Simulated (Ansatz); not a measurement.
**Ti4O5: one candidate structure**

Aim: relax Ti4O5 from this start, structure listed in a database for this formula (I4/m, No. 87), and see where it ends.

Program: Ansatz 0.2.0. Level of theory: DFT r2SCAN, scalar-relativistic, plane waves, PAW. These are calculated values, not measurements.

## Step 1: The starting structure

Symmetry: I4/m, No. 87, tetragonal system. Conventional cell: a = 6.612 Å, b = 6.612 Å, c = 4.151 Å, α = 90.00°, β = 90.00°, γ = 90.00°. Around Ti (site symmetry m) lie 6 O at 2.01 to 2.14 Å. Around O (site symmetry m) lie 5 Ti at 2.08 to 2.14 Å. O (site symmetry 4/m) has 4 Ti at 2.01 Å as nearest neighbours.

As a file:

```
CELL_PARAMETERS angstrom
-3.30617 3.30617 2.07529
3.30617 -3.30617 2.07529
3.30617 3.30617 -2.07529
ATOMIC_POSITIONS crystal
Ti 0.60870 0.21655 0.82525
Ti 0.21655 0.39130 0.60785
Ti 0.78345 0.60870 0.39215
Ti 0.39130 0.78345 0.17475
O 0.90887 0.31075 0.21962
O 0.31075 0.09113 0.40188
O 0.68925 0.90887 0.59812
O 0.09113 0.68925 0.78038
O 0.50000 0.50000 0.00000
```

## Step 2: A first look at the start

File input.yaml:

```yaml
crystal:
  lattice:
    - [-3.3061679222, 3.3061679222, 2.0752854791]
    - [3.3061679222, -3.3061679222, 2.0752854791]
    - [3.3061679222, 3.3061679222, -2.0752854791]
  atoms:
    - { symbol: Ti, position: [0.60869752, 0.21654752, 0.82524503], spin: 1.0 }
    - { symbol: Ti, position: [0.21654752, 0.39130248, 0.60785], spin: 1.0 }
    - { symbol: Ti, position: [0.78345248, 0.60869752, 0.39215], spin: 1.0 }
    - { symbol: Ti, position: [0.39130248, 0.78345248, 0.17475497], spin: 1.0 }
    - { symbol: O, position: [0.90887014, 0.31074964, 0.21961978] }
    - { symbol: O, position: [0.31074964, 0.09112985, 0.40187949] }
    - { symbol: O, position: [0.68925036, 0.90887014, 0.59812051] }
    - { symbol: O, position: [0.09112985, 0.68925036, 0.78038022] }
    - { symbol: O, position: [0.5, 0.5, 0.0] }
basis:
  ecutwfc: 500
kpoints:
  mp_grid: { grid: [6, 6, 6] }
hamiltonian:
  xc: r2scan
scf:
  occupations: { method: gaussian, width: 0.1 }
  lower_state_search: "off"
output:
  forces: true
  stress: true
  eigenvalues: true
  populations: true
magnetization:
  spin_polarized: true
```

The run is started by

```console
$ ansatz run input.yaml --threads 4 --pin off --max-ram 10240MiB --backend cpu --events-out ev --progress --plain --runs-dir out
```

The program printed (excerpt; [...] marks lines left out):

```text
[...]
this state was not tested for a lower state beside it, because the mixer in use, unlike msr1, does not test its closes by its own steps (another_mixer; see scf.mixing.algorithm and scf.lower_state_search)
SCF converged after 22 iterations
Magnetization: 0.0001 μB (39.0000 up, 39.0000 down)
Absolute magnetization: 0.0001 μB (∫|ρ↑−ρ↓|, with the PAW one-centre terms)
Spin contamination: 0.0000 ħ² per cell (⟨S²⟩ above its minimum at these occupations)
[...]
Free energy (F): -12874.032232 eV
[...]
E sigma→0 (E₀):  -12874.026584 eV
Entropy (-TS):   -0.011297 eV (-1.255 meV/atom)
Fermi energy:    15.401853 eV
[...]
--- Forces (eV/Å), atoms counted from 1 ---
  atom   1  Ti     0.00338023     0.04016799    -0.00000000
  atom   2  Ti    -0.04016799     0.00338023     0.00000000
  atom   3  Ti     0.04016799    -0.00338023     0.00000000
  atom   4  Ti    -0.00338023    -0.04016799     0.00000000
  atom   5  O     -0.03141928    -0.06439264     0.00000000
  atom   6  O      0.06439264    -0.03141928    -0.00000000
  atom   7  O     -0.06439264     0.03141928     0.00000000
  atom   8  O      0.03141928     0.06439264     0.00000000
[...]
--- Stress (GPa, compression-positive) ---
       -1.376491      -0.000001       0.000000
        0.000001      -1.376491       0.000000
       -0.000000       0.000000      -2.242772
  P = ⅓ Tr σ = -1.6653 GPa (-16.653 kbar)
--- Band table (eV; the first three rows and the last of 72) ---
[...]
--- Löwdin populations: 9 sites ---
  site symbol       q [e]    m [muB]
     0     Ti     11.0193     0.0000
     1     Ti     11.0193     0.0000
     2     Ti     11.0193     0.0000
     3     Ti     11.0193     0.0000
     4      O      6.7403    -0.0000
     5      O      6.7403    -0.0000
     6      O      6.7403    -0.0000
     7      O      6.7403    -0.0000
     8      O      6.6845     0.0000
  spilling = 0.003551 (of n_electrons = 78.000000)
```

Run time: 15 s. Hardware: 4 threads of Intel Xeon 6975P-C (Granite Rapids), shared host; peak memory 0.97 GiB.

By site:

```csv
atom,Löwdin electrons
Ti1,11.02
Ti2,11.02
Ti3,11.02
Ti4,11.02
O5,6.74
O6,6.74
O7,6.74
O8,6.74
O9,6.68
```

The Löwdin counts miss 0.28 of the 78 electrons, which the atomic orbitals do not span, so they are no charges.

From the probe: pressure -1.7 GPa, largest force 0.07 eV/Å, gap on this mesh none (metal). The gap decides the next run's mesh: 10×10×10 points.

## Step 3: The relaxation

File input.yaml:

```yaml
crystal:
  lattice:
    - [-3.3061679222, 3.3061679222, 2.0752854791]
    - [3.3061679222, -3.3061679222, 2.0752854791]
    - [3.3061679222, 3.3061679222, -2.0752854791]
  atoms:
    - { symbol: Ti, position: [0.60869752, 0.21654752, 0.82524503] }
    - { symbol: Ti, position: [0.21654752, 0.39130248, 0.60785] }
    - { symbol: Ti, position: [0.78345248, 0.60869752, 0.39215] }
    - { symbol: Ti, position: [0.39130248, 0.78345248, 0.17475497] }
    - { symbol: O, position: [0.90887014, 0.31074964, 0.21961978] }
    - { symbol: O, position: [0.31074964, 0.09112985, 0.40187949] }
    - { symbol: O, position: [0.68925036, 0.90887014, 0.59812051] }
    - { symbol: O, position: [0.09112985, 0.68925036, 0.78038022] }
    - { symbol: O, position: [0.5, 0.5, 0.0] }
basis:
  ecutwfc: 500
kpoints:
  mp_grid: { grid: [10, 10, 10] }
hamiltonian:
  xc: r2scan
scf:
  occupations: { method: gaussian, width: 0.1 }
output:
  forces: true
  stress: true
  eigenvalues: true
relax:
  adjacent_minimum: "off"
  f_tol: 0.01
  max_steps: 80
  cell: { stress_tol: 0.05 }
```

The run is started by

```console
$ ansatz run input.yaml --threads 4 --pin off --max-ram 10240MiB --backend cpu --events-out ev --progress --plain --runs-dir out
```

The program printed:

```text
Warning: RAYON_NUM_THREADS=4 ignored (pool sized by the plan → 4); use --threads N
Engine: ansatz 0.2.0, x86_64-unknown-linux-gnu
Pseudopotentials: kind: paw
Pseudopotential: Ti, paw, valence charge 12, recommended cutoff 500 eV (meta_gga), Ti.paw.azcp
Pseudopotential: O, paw, valence charge 6, recommended cutoff 500 eV (meta_gga), O.paw.azcp
Functional definition: r2SCAN
  parameter k0 = 0.174
  parameter k1 = 0.065
  parameter a1 = 4.9479
  exchange = r2scan_x(k0 = k0, k1 = k1, a1 = a1)
  correlation = r2scan_c
Crystal: 9 atoms, lattice volume = 90.738 Å³
Basis set: ecut = 500 eV, 2295 PW (Γ), exchange–correlation on 160×160×160 points (64 copies of the dense FFT grid, shifted against one another)
Bands: 48, of which v1, the nominal top of the filled ones, is band 39 counted from 1 (38 counted from 0)
Symmetry: 8 space group operations
Space group: I4/m (ITA 87), of the structure as read, at distance tolerance 4.5e-5 Å
k-points: 144 of 1000
Non-local potential: Ti, projectors of the file, l = 0: 3, l = 1: 2, l = 2: 3, l = 3: 1
Non-local potential: O, projectors of the file, l = 0: 2, l = 1: 2, l = 2: 1
PAW form: soft (Blöchl's): semilocal exchange-correlation on the pseudo side does not see the compensation charge
PAW frozen core: Ti, regenerated for the run's functional (the file was generated under x = pbe(κ = 0.804, μ = 0.2195149727645171), c = pbe(β = 0.06672455060314922))
PAW frozen core: O, regenerated for the run's functional (the file was generated under x = pbe(κ = 0.804, μ = 0.2195149727645171), c = pbe(β = 0.06672455060314922))
PAW one-centre angular grid: Ti, 590 points (default); XC on 160 Gauss nodes
PAW one-centre angular grid: O, 302 points (default); XC on 160 Gauss nodes
Initial density: superposition of atomic densities (neutral atoms: chi_scale 0, normalization atom), corrected by the library's trained network
Initial wavefunctions: pseudopotential atomic-orbital guess
Functional: x = r2scan, c = r2scan; τ floored in thin density (d = 2e-4 eV/Å³)
SCF iter   1: F=—  HF=-12873.662345 eV  |F-HF|=—  |Δ(HF+E_count)|=         —  Δρ=1.99e-2  dr2=3.54e-1  dr2_τ=4.74e-1  ethr=1.77e-3  ⟨swp⟩=4.5  Hψ=25839  notcnv=0
preconditioner: auto → LDOS  [metal: Δε(μ)=0.009 eV  Ē_g=11.102 eV  σ=0.100 eV  W_gap=0.05  n_scr=32 (ndim 8)  ℏωp=26.4 eV  f_vac=0.028  D(μ)=3.77/eV (n_scr^D=36)  β→1.0]
SCF iter   2: F=—  HF=-12874.016720 eV  |F-HF|=—  |Δ(HF+E_count)|=   3.54e-1  Δρ=1.04e-2  dr2=6.07e-2  dr2_τ=1.98e-2  ethr=4.53e-4  ⟨swp⟩=3.0  Hψ=14882  notcnv=0  defer=299
SCF iter   3: F=—  HF=-12874.003905 eV  |F-HF|=—  |Δ(HF+E_count)|=   1.28e-2  Δρ=2.29e-3  dr2=4.92e-3  dr2_τ=3.78e-4  ethr=7.78e-5  ⟨swp⟩=3.0  Hψ=13227  notcnv=0  defer=299
SCF iter   4: F=—  HF=-12874.003210 eV  |F-HF|=—  |Δ(HF+E_count)|=   6.94e-4  Δρ=7.49e-4  dr2=3.48e-4  dr2_τ=7.75e-5  ethr=6.31e-6  ⟨swp⟩=2.0  Hψ=9963  notcnv=0  defer=299
SCF iter   5: F=—  HF=-12874.003116 eV  |F-HF|=—  |Δ(HF+E_count)|=   9.48e-5  Δρ=1.72e-4  dr2=2.14e-5  dr2_τ=1.31e-6  ethr=4.46e-7  ⟨swp⟩=2.4  Hψ=12439  notcnv=0  defer=299
SCF iter   6: F=—  HF=-12874.003115 eV  |F-HF|=—  |Δ(HF+E_count)|=   7.80e-7  Δρ=2.53e-5  dr2=5.40e-7  dr2_τ=5.46e-8  ethr=2.75e-8  ⟨swp⟩=2.0  Hψ=10154  notcnv=0  defer=299
SCF iter   7: F=-12874.003115 eV  HF=-12874.003115 eV  |F-HF|=4.39e-8  |Δ(HF+E_count)|=   9.42e-8  Δρ=7.11e-6  dr2=2.91e-8  dr2_τ=2.56e-9  ethr=1.28e-10  ⟨swp⟩=12.8  Hψ=31869  notcnv=0
SCF 1 converged in 7 iterations: F = -12874.003115 eV  dr2 = 2.91e-8
relax step   1: F+E_penalty+E_count = -12874.00311489 eV  Δ(F+E_penalty+E_count) = +0.000e0 eV  max|allowed force component| = 7.125e-2 eV/Å  Δτ_max = 0.0000 Å  P = -1.577 GPa  Ω = 90.738 Å³  (7 SCF iters, dr2 threshold 1.00e-7 eV, accepted)
Crystal: 9 atoms, lattice volume = 90.293 Å³
Initial density: handed on by an earlier stage of this run
Initial wavefunctions: those handed on with the density
iter 1 solved again at ethr=4.23e-7 eV; its pass at ethr=3.10e-3 eV (dr2=3.30e-4 eV) is discarded
SCF iter   1: F=—  HF=-12874.004877 eV  |F-HF|=—  |Δ(HF+E_count)|=         —  Δρ=5.76e-4  dr2=2.59e-4  dr2_τ=3.84e-3  ethr=4.23e-7  ⟨swp⟩=2.0  Hψ=34134  notcnv=0
preconditioner: auto → LDOS  [metal: Δε(μ)=0.001 eV  Ē_g=10.789 eV  σ=0.100 eV  W_gap=0.01  n_scr=32 (ndim 8)  ℏωp=26.5 eV  f_vac=0.027  D(μ)=3.81/eV (n_scr^D=36)  β→1.0]
SCF iter   2: F=—  HF=-12874.006777 eV  |F-HF|=—  |Δ(HF+E_count)|=   1.90e-3  Δρ=2.57e-4  dr2=7.17e-5  dr2_τ=4.64e-6  ethr=3.31e-7  ⟨swp⟩=2.0  Hψ=12609  notcnv=0
SCF iter   3: F=—  HF=-12874.006759 eV  |F-HF|=—  |Δ(HF+E_count)|=   1.76e-5  Δρ=8.46e-5  dr2=6.21e-6  dr2_τ=5.51e-7  ethr=9.20e-8  ⟨swp⟩=2.0  Hψ=11983  notcnv=0
SCF iter   4: F=-12874.006758 eV  HF=-12874.006758 eV  |F-HF|=7.35e-8  |Δ(HF+E_count)|=   1.12e-6  Δρ=1.94e-5  dr2=1.94e-7  dr2_τ=3.42e-8  ethr=1.15e-9  ⟨swp⟩=4.3  Hψ=31003  notcnv=0
SCF 2 converged in 4 iterations: F = -12874.006758 eV  dr2 = 1.94e-7
relax step   2: F+E_penalty+E_count = -12874.00675844 eV  Δ(F+E_penalty+E_count) = -3.644e-3 eV  max|allowed force component| = 3.380e-2 eV/Å  Δτ_max = 0.0031 Å  P = -0.452 GPa  Ω = 90.293 Å³  energy of the carried Pulay correction = +3.624e-4 eV  (4 SCF iters, dr2 threshold 9.00e-7 eV, accepted)
Crystal: 9 atoms, lattice volume = 90.115 Å³
iter 1 solved again at ethr=9.21e-8 eV; its pass at ethr=3.10e-3 eV (dr2=7.19e-5 eV) is discarded
SCF iter   1: F=—  HF=-12874.006936 eV  |F-HF|=—  |Δ(HF+E_count)|=         —  Δρ=3.16e-4  dr2=5.91e-5  dr2_τ=1.12e-3  ethr=9.21e-8  ⟨swp⟩=2.1  Hψ=32985  notcnv=0
preconditioner: auto → LDOS  [metal: Δε(μ)=0.002 eV  Ē_g=10.802 eV  σ=0.100 eV  W_gap=0.01  n_scr=32 (ndim 8)  ℏωp=26.5 eV  f_vac=0.027  D(μ)=3.78/eV (n_scr^D=36)  β→1.0]
SCF iter   2: F=—  HF=-12874.007305 eV  |F-HF|=—  |Δ(HF+E_count)|=   3.70e-4  Δρ=1.16e-4  dr2=1.23e-5  dr2_τ=9.29e-7  ethr=7.57e-8  ⟨swp⟩=2.0  Hψ=12582  notcnv=0
SCF iter   3: F=—  HF=-12874.007303 eV  |F-HF|=—  |Δ(HF+E_count)|=   2.42e-6  Δρ=3.92e-5  dr2=1.36e-6  dr2_τ=1.15e-7  ethr=1.58e-8  ⟨swp⟩=2.0  Hψ=11030  notcnv=0
SCF iter   4: F=-12874.007303 eV  HF=-12874.007303 eV  |F-HF|=2.53e-9  |Δ(HF+E_count)|=   2.34e-7  Δρ=1.03e-5  dr2=5.76e-8  dr2_τ=1.01e-8  ethr=7.51e-10  ⟨swp⟩=6.4  Hψ=27375  notcnv=0
SCF 3 converged in 4 iterations: F = -12874.007303 eV  dr2 = 5.76e-8
relax step   3: F+E_penalty+E_count = -12874.00730255 eV  Δ(F+E_penalty+E_count) = -5.441e-4 eV  max|allowed force component| = 7.043e-3 eV/Å  Δτ_max = 0.0020 Å  P = +0.019 GPa  Ω = 90.115 Å³  energy of the carried Pulay correction = +5.084e-4 eV  (4 SCF iters, dr2 threshold 5.86e-7 eV, accepted)
Initial wavefunctions: pseudopotential atomic-orbital guess (no wavefunctions were taken with the density)
iter 1 solved again at ethr=2.24e-8 eV; its pass at ethr=3.10e-3 eV (dr2=1.75e-5 eV) is discarded
SCF iter   1: F=—  HF=-12874.006780 eV  |F-HF|=—  |Δ(HF+E_count)|=         —  Δρ=2.68e-5  dr2=1.08e-7  dr2_τ=3.74e-7  ethr=2.24e-8  ⟨swp⟩=5.5  Hψ=47787  notcnv=0
SCF iter   2: F=—  HF=-12874.006781 eV  |F-HF|=—  |Δ(HF+E_count)|=   1.33e-6  Δρ=7.47e-6  dr2=3.65e-8  dr2_τ=3.95e-9  ethr=1.39e-10  ⟨swp⟩=2.5  Hψ=12708  notcnv=0
SCF iter   3: F=—  HF=-12874.006781 eV  |F-HF|=—  |Δ(HF+E_count)|=   1.19e-8  Δρ=2.29e-6  dr2=3.30e-9  dr2_τ=4.94e-10  ethr=4.68e-11  ⟨swp⟩=2.0  Hψ=11982  notcnv=0
SCF iter   4: F=—  HF=-12874.006781 eV  |F-HF|=—  |Δ(HF+E_count)|=  1.09e-10  Δρ=4.83e-7  dr2=1.25e-10  dr2_τ=1.04e-11  ethr=4.23e-12  ⟨swp⟩=2.0  Hψ=11980  notcnv=0
SCF iter   5: F=-12874.006781 eV  HF=-12874.006781 eV  |F-HF|=1.09e-11  |Δ(HF+E_count)|=  6.91e-11  Δρ=1.13e-7  dr2=6.47e-12  dr2_τ=5.80e-13  ethr=1.00e-12  ⟨swp⟩=7.6  Hψ=24701  notcnv=0
SCF 4 converged in 5 iterations: F = -12874.006781 eV  dr2 = 6.47e-12
relax step   4: F+E_penalty+E_count = -12874.00678094 eV  Δ(F+E_penalty+E_count) = +5.216e-4 eV  max|allowed force component| = 6.991e-3 eV/Å  Δτ_max = 0.0000 Å  P = +0.021 GPa  Ω = 90.115 Å³  stress off target by 2.45e-2 GPa  SCF on the basis re-selected at this cell (its energy is not comparable with the rows above)  (5 SCF iters)
basis re-selected at this cell: Δ(F+E_penalty+E_count) = +5.216e-4 eV, ΔP = +0.001 GPa vs the last step (what re-selecting the basis moved, of the pressure what is left beyond the Pulay correction that the steps carried, after the strain that the cell walked since its last selection, with what the two solves' SCF thresholds leave and, on support functions, any second-order correction that the steps lacked; it is no measure of the basis error at this ecutwfc). This SCF's stress stands 2.45e-2 GPa from its target on what of the cell is left free (relax.cell.stress_tol is 5.00e-2 GPa) and its largest allowed force component is 6.99e-3 eV/Å (relax.f_tol is 1.00e-2 eV/Å): within both
SCF converged after 5 iterations
Free energy (F): -12874.006781 eV
Harris-Foulkes:  -12874.006781 eV  (|F-HF|=1.09e-11)
Internal energy: -12873.987883 eV  (E = F + TS)
E sigma→0 (E₀):  -12873.997332 eV
Entropy (-TS):   -0.018897 eV (-2.100 meV/atom)
Fermi energy:    15.544739 eV
--- Per-component energies (eV) ---
  E_band       = -584.435218
  E_kinetic    = 1989.965554
  E_local      = -4563.140922  (includes V_loc(G=0)·N_el)
  E_nonlocal   = 267.016575
  E_hartree    = 1813.966591
  E_xc         = -746.017455
  E_vxc        = -1068.794775  (∫ρ·V_xc dr)
  E_paw        = -5028.871865  (= ΣΔE_a)
  E_vpaw       = -907.378284  (= ΣTr[D̂ρ^β])
  E_aug_tail   = 0.005382  (compensation charges beyond the density's cutoff)
  E_vtau       = 69.958124  (kinetic-family band-sum trace: ∫τ·v_τ [+ j·A + Jᵃ·Aᵃ] dr)
  E_ewald      = -6605.738209
  E_core_change = -1.173533  (= ΣΔE_core)
  E_smearing   = -0.018897  (= −TS)
  E_closure    = -0.000000  (closes the sum)
  Σ components = -12874.006781   (vs F -12874.006781, Δ=0.00e0)
--- Forces (eV/Å), atoms counted from 1 ---
  atom   1  Ti     0.00699051    -0.00216551     0.00000000
  atom   2  Ti     0.00216551     0.00699051     0.00000000
  atom   3  Ti    -0.00216551    -0.00699051     0.00000000
  atom   4  Ti    -0.00699051     0.00216551     0.00000000
  atom   5  O     -0.00154956    -0.00593520     0.00000000
  atom   6  O      0.00593520    -0.00154956    -0.00000000
  atom   7  O     -0.00593520     0.00154956     0.00000000
  atom   8  O      0.00154956     0.00593520     0.00000000
  atom   9  O      0.00000000     0.00000000     0.00000000
  max |Σ_I F_I| component: 8.67e-19 eV/Å
--- Stress (GPa, compression-positive) ---
        0.024498      -0.000000       0.000000
        0.000000       0.024498       0.000000
        0.000000       0.000000       0.012883
  P = ⅓ Tr σ = 0.0206 GPa (0.206 kbar)
--- Band table (eV; the first three rows and the last of 144) ---
  k-point 0: bands = ["-45.1986", "-45.0826", "-45.0682", "-45.0682", "-20.7602", "-20.6215", "-20.5909", "-20.5909", "-20.5122", "-20.5122", "-20.3541", "-20.3311", "-20.2670", "-20.2024", "-20.1368", "-20.1368", "-7.6870", "-6.6625", "-6.6625", "-6.4540", "-6.2776", "7.1346", "7.2083", "7.2083", "7.4701", "7.5681", "8.1044", "8.1044", "8.3155", "8.6188", "8.6188", "8.6839", "9.1433", "10.2177", "10.2986", "10.2986", "14.2857", "14.2857", "14.8096", "15.3494", "15.7683", "16.0926", "16.0926", "16.1087", "16.1087", "16.4868", "16.8691", "17.4982"]
  k-point 1: bands = ["-45.1962", "-45.0881", "-45.0681", "-45.0652", "-20.7615", "-20.6172", "-20.5995", "-20.5781", "-20.5179", "-20.5126", "-20.3462", "-20.3318", "-20.2646", "-20.2041", "-20.1488", "-20.1347", "-7.6511", "-6.6875", "-6.6650", "-6.4679", "-6.2728", "6.9946", "7.1442", "7.3658", "7.4714", "7.6296", "8.0993", "8.1420", "8.4196", "8.4844", "8.6430", "8.8541", "9.1098", "10.1285", "10.1798", "10.2725", "14.1291", "14.2623", "14.8397", "15.3810", "15.7575", "16.0273", "16.1026", "16.1090", "16.2815", "16.5647", "16.9499", "17.4833"]
  k-point 2: bands = ["-45.1891", "-45.0998", "-45.0679", "-45.0610", "-20.7628", "-20.6247", "-20.5961", "-20.5509", "-20.5310", "-20.5137", "-20.3332", "-20.3267", "-20.2613", "-20.2094", "-20.1811", "-20.1287", "-7.5498", "-6.7461", "-6.6731", "-6.5094", "-6.2688", "6.8914", "7.0748", "7.4751", "7.5032", "7.7207", "8.1319", "8.2083", "8.3586", "8.6533", "8.7125", "9.0395", "9.0790", "9.7063", "10.0751", "10.2067", "13.7597", "14.2047", "14.8890", "15.4840", "15.8236", "15.9002", "16.0949", "16.1791", "16.5544", "16.7062", "17.1570", "17.4143"]
  k-point 143: bands = ["-45.1319", "-45.1319", "-45.0832", "-45.0712", "-20.7826", "-20.6498", "-20.6153", "-20.5098", "-20.5098", "-20.3932", "-20.3567", "-20.3567", "-20.2682", "-20.2682", "-20.2342", "-20.0820", "-6.8870", "-6.8122", "-6.8122", "-6.7966", "-6.4349", "6.9830", "6.9830", "7.1269", "7.1484", "7.4409", "8.6788", "8.9092", "8.9092", "8.9115", "8.9115", "9.2379", "9.4401", "9.4881", "9.4881", "9.7073", "12.9354", "13.3479", "14.0967", "14.9201", "14.9201", "16.7829", "16.8291", "16.8291", "17.1164", "17.2792", "17.2792", "17.2878"]
--- Relaxed structure (3 steps of the walk, 3 accepted, 1 SCFs on fresh bases) ---
  F+E_penalty+E_count = -12874.00678094 eV   max|allowed force component| = 6.991e-3 eV/Å   (the final SCF, on the basis selected at the relaxed cell)
  cell:  # Å, volume = 90.1146 Å³
    - [-3.2977845435725843, 3.2977845435725843, 2.071527505485995]
    - [3.2977845435725843, -3.2977845435725843, 2.071527505485995]
    - [3.2977845435725843, 3.2977845435725843, -2.071527505485995]
  atoms:
    - { symbol: Ti, position: [0.6083168386203198, 0.2164072010099653, 0.8247240396302851] }
    - { symbol: Ti, position: [0.2164072010099653, 0.3916831613796801, 0.6080903623896454] }
    - { symbol: Ti, position: [0.7835927989900348, 0.6083168386203198, 0.3919096376103546] }
    - { symbol: Ti, position: [0.3916831613796802, 0.7835927989900348, 0.1752759603697149] }
    - { symbol: O, position: [0.9083941353671487, 0.31015103304560965, 0.2185451684127586] }
    - { symbol: O, position: [0.31015103304560976, 0.09160586463285116, 0.4017568976784609] }
    - { symbol: O, position: [0.6898489669543901, 0.9083941353671487, 0.598243102321539] }
    - { symbol: O, position: [0.0916058646328511, 0.6898489669543902, 0.7814548315872414] }
    - { symbol: O, position: [0.4999999999999999, 0.4999999999999999, 3.234960453462935e-35] }
```

It took 35 s on 4 threads of Intel Xeon 6975P-C (Granite Rapids), shared host; peak memory 1.1 GiB.

The steps of the relaxation:

| step | E - E(step 1) (eV/cell) | largest force component (eV/Å) | pressure (GPa) | volume (Å³) |
| --- | --- | --- | --- | --- |
| 1 | 0.0000 | 0.0713 | -1.58 | 90.74 |
| 2 | -0.0036 | 0.0338 | -0.45 | 90.29 |
| 3 | -0.0042 | 0.0070 | 0.02 | 90.11 |
| 4 | -0.0037 | 0.0070 | 0.02 | 90.11 |

Step 1 is the start. Step 4 repeats the geometry before it on a plane-wave basis chosen anew for that cell, so its energy need not be comparable with the rows above.

Lengths and angles in the start's conventional setting:

|  | before | after | change |
| --- | --- | --- | --- |
| a (Å) | 6.612 | 6.596 | -0.3 % |
| b (Å) | 6.612 | 6.596 | -0.3 % |
| c (Å) | 4.151 | 4.143 | -0.2 % |
| volume (Å³/atom) | 10.08 | 10.01 | -0.7 % |
| shortest distance (Å) | 2.007 | 2.002 | -0.3 % |
| space group (0.01 Å) | I4/m | I4/m | same |

Forces and stress were held to the start's 8 operations: a distortion of lower symmetry was not tested.

(Part 1 of 2 ends here.)
